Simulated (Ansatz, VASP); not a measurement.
One calculation of Ag, two programs

Contents of INCAR:

```
SYSTEM = Ag
ALGO = Normal ; EDIFF = 1E-6
ENCUT = 520 ; GGA = PE
ISIF = 2 ; ISMEAR = 0
LASPH = .True. ; LCHARG = .False.
LREAL = .False. ; LWAVE = .False.
NBANDS = 12 ; NELM = 60
PREC = Accurate ; SIGMA = 0.05
```

File KPOINTS:

```
k-points
0
Gamma
  8 8 8
  0 0 0
```

Contents of POSCAR:

```
Ag
1.0
   -1.6411893290      1.6411893290      1.6411893290
    1.6411893290     -1.6411893290      1.6411893290
    1.6411893290      1.6411893290     -1.6411893290
Ag
1
Direct
    0.0000000000      0.0000000000      0.0000000000
```

Input for Ansatz:

```yaml
crystal:
  lattice:
    - [-1.641189329, 1.641189329, 1.641189329]
    - [1.641189329, -1.641189329, 1.641189329]
    - [1.641189329, 1.641189329, -1.641189329]
  atoms:
    - { symbol: Ag, position: [0.0, 0.0, 0.0] }
basis:
  ecutwfc: 420
  ecutrho_ratio: 4
kpoints:
  mp_grid: { grid: [8, 8, 8] }
hamiltonian:
  xc: pbe
scf:
  occupations: { method: gaussian, width: 0.05 }
output:
  forces: true
  stress: true
  eigenvalues: true
```

Alike in both runs: task single point; functional PBE; k mesh 8 × 8 × 8; occupations gaussian, width 0.05 eV; no spin polarisation.

```csv
,VASP,Ansatz
version,VASP 6.6.1,Ansatz 0.2.0
potentials or method,"VASP PAW PBE potentials, release 64 (Ag)","scalar-relativistic, plane waves, PAW"
plane-wave cutoff (eV),520,420
valence electrons in the cell,11,19
```

```tsv
	VASP	Ansatz	Ansatz less VASP
pressure (GPa)	1.3	1.5	+0.13
```

The two sets of potentials don't hold the same shells in valence.
